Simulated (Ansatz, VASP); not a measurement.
# Two plane-wave programs on TePt

INCAR

```
SYSTEM = TePt
PREC = Accurate
ENCUT = 520
EDIFF = 1E-6
ISMEAR = 0
SIGMA = 0.1
LREAL = .FALSE.
LASPH = .TRUE.
NELM = 100
ALGO = Fast
ISIF = 2
LWAVE = .FALSE.
LCHARG = .FALSE.
GGA = PS
NBANDS = 24
```

File KPOINTS:

```
Automatic mesh
0
G
  12 12 12
  0 0 0
```

POSCAR

```
TePt
1.0
    1.9977753371      1.1534161287      7.3150105028
   -1.9977753371      1.1534161287      7.3150105028
    0.0000000000     -2.3068322574      7.3150105028
Te Pt
2 2
Direct
    0.5969700607      0.5969700607      0.5969700607
    0.4030299393      0.4030299393      0.4030299393
    0.8597678382      0.8597678382      0.8597678382
    0.1402321618      0.1402321618      0.1402321618
```

Input for Ansatz:

```yaml
crystal:
  lattice:
    - [1.9977753371, 1.1534161287, 7.3150105028]
    - [-1.9977753371, 1.1534161287, 7.3150105028]
    - [0.0, -2.3068322574, 7.3150105028]
  atoms:
    - { symbol: Te, position: [0.5969700607, 0.5969700607, 0.5969700607] }
    - { symbol: Te, position: [0.4030299393, 0.4030299393, 0.4030299393] }
    - { symbol: Pt, position: [0.8597678382, 0.8597678382, 0.8597678382] }
    - { symbol: Pt, position: [0.1402321618, 0.1402321618, 0.1402321618] }
basis:
  ecutwfc: 420
kpoints:
  mp_grid: { grid: [12, 12, 12] }
hamiltonian:
  xc: pbesol
scf:
  occupations: { method: gaussian, width: 0.1 }
output:
  forces: true
  stress: true
  eigenvalues: true
```

Alike in both runs: task single point; functional PBEsol; k mesh 12 × 12 × 12; occupations gaussian, width 0.1 eV; no spin polarisation.

|  | VASP | Ansatz |
| --- | --- | --- |
| version | VASP 6.6.1 | Ansatz 0.2.0 |
| potentials or method | VASP PAW PBE potentials, release 64 (Te, Pt) | scalar-relativistic, plane waves, PAW |
| plane-wave cutoff (eV) | 520 | 420 |
| valence electrons in the cell | 32 | 68 |

|  | VASP | Ansatz | Ansatz less VASP |
| --- | --- | --- | --- |
| gap on the k mesh at the Fermi level (eV) | none | none | - |
| pressure (GPa) | -7.2 | -7.0 | +0.17 |
| largest component of the traceless stress (GPa) | 1.51 | 1.52 | +0.009 |
| rms of the force components (eV/Å) | 1.053 | 1.051 | -0.0022 |

Atom by atom the forces differ by 0.006 eV/Å (rms over components). A gap of «none» marks a metal or a gap that the smearing closes. The two sets of potentials don't hold the same shells in valence.

Caveats: the PAW data sets were made with another functional, which shifts forces and pressure a little (VASP). Spin-orbit coupling is left out, which matters for the levels of Pt, Te.
